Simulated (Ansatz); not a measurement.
**Li: all-electron results**

```xyz
1
Lattice="0.0000 2.1668 2.1668 2.1668 0.0000 2.1668 2.1668 2.1668 0.0000" Properties=species:S:1:pos:R:3 pbc="T T T"
Li    0.0000    0.0000    0.0000
```

Structure from Materials Project entry mp-51 (possibly hypothetical), not relaxed further.

Computed with DFT, LDA, all-electron LAPW, scalar-relativistic in Ansatz 0.2.0.

The runs use a Γ-centred 16×16×16 k mesh, Fermi–Dirac smearing of 0.08 eV, basis error target 0.5 meV/atom, no spin polarisation.

```json
{"Pressure at this cell": "-0.94 GPa", "Band gap": "none: with an odd electron count and no spin polarisation the bands can't all be full, a metal in this set-up (spin order or a larger cell could open a gap)", "Density of states at the Fermi level (0.2 eV bin)": "0.53 states/eV per cell", "Volume per atom": "137.3 bohr³"}
```
